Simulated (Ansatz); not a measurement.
Crystal: BaTe.

```
Ba Te
1.0
     0.00000    3.41000    3.41000
     3.41000    0.00000    3.41000
     3.41000    3.41000    0.00000
Ba Te
1 1
Direct
  0.00000 0.00000 0.00000
  0.50000 0.50000 0.50000
```

Base run:

* Program: Ansatz 0.2.0
* Functional: HSE06 form with a typed share of exact exchange
* Potentials or basis: Ansatz PAW
* Cutoff: 420 eV (not typed: the program's choice for these potentials)
* k mesh: 4 × 4 × 4
* Occupations: fermi-dirac, width 0.05 eV
* Spin: no spin polarisation

Its results: band gap on the k mesh 2.57 eV, indirect (least direct gap 2.99 eV); pressure 3.6 GPa.

Task: The run is repeated on the same cell with these changes: share of exact exchange from 0.4 to 0.05. What comes out?

Result: Band gap on the k mesh 1.56 eV, indirect (least direct gap 1.91 eV); pressure 3.8 GPa.

Caveats: spin-orbit coupling is left out, which moves the levels of the heavy elements; the PAW data sets come from PBE, with cores solved anew for the run's functional, which leaves a small shift of forces and pressure; the thresholds are loose for stress.

A k mesh can miss the band edges.
